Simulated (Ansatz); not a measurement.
The system is PbSe.

```xyz
2
Lattice="3.7843 0.0000 0.0000 0.0000 3.7843 0.0000 0.0000 0.0000 3.7843" Properties=species:S:1:pos:R:3 pbc="T T T"
Pb    0.0000    0.0000    0.0000
Se    1.8922    1.8922    1.8922
```

Measurements of this composition are mostly on another form, of space group No. 225.

- Program: Ansatz 0.2.0
- Task: relaxation of cell and atoms
- Functional: PBEsol
- Dispersion: D3(BJ)
- Potentials or basis: Ansatz PAW
- Cutoff: 420 eV (not typed: the program's choice for these potentials)
- k mesh: 7 × 7 × 7
- Occupations: fermi-dirac, width 0.05 eV
- Spin: no spin polarisation

At the start: volume 27.10 Å³/atom.

Question: Where does the relaxation end?

Answer: It ends after 5 steps and the volume is 24.29 Å³/atom (-10.4 %); space group Pm-3m (No. 221, to 0.05 Å).

Step by step:
| step | energy change (eV) | largest force (eV/Å) | volume (Å³) |
| --- | --- | --- | --- |
| 1 | 0.0000 | 0.0000 | 54.20 |
| 2 | -0.1042 | 0.0000 | 47.38 |
| 3 | -0.1100 | 0.0000 | 48.85 |
| 4 | -0.1104 | 0.0000 | 48.58 |
| 5 | -0.1098 | 0.0000 | 48.58 |

Final structure:
```cif
data_structure
_symmetry_space_group_name_H-M 'P 1'
_symmetry_Int_Tables_number 1
_cell_length_a 3.6488
_cell_length_b 3.6488
_cell_length_c 3.6488
_cell_angle_alpha 90.000
_cell_angle_beta 90.000
_cell_angle_gamma 90.000
_cell_volume 48.58
loop_
_atom_site_label
_atom_site_type_symbol
_atom_site_fract_x
_atom_site_fract_y
_atom_site_fract_z
_atom_site_occupancy
Pb1 Pb 0.00000 0.00000 0.00000 1
Se1 Se 0.50000 0.50000 0.50000 1
```

Caveat: the plane-wave basis is chosen anew once the cell has moved, so the energies of steps on either side of that aren't comparable; pairwise dispersion overbinds metals, which lowers pressure and volume; the PAW data sets come from PBE, with cores solved anew for the run's functional, which leaves a small shift of forces and pressure.
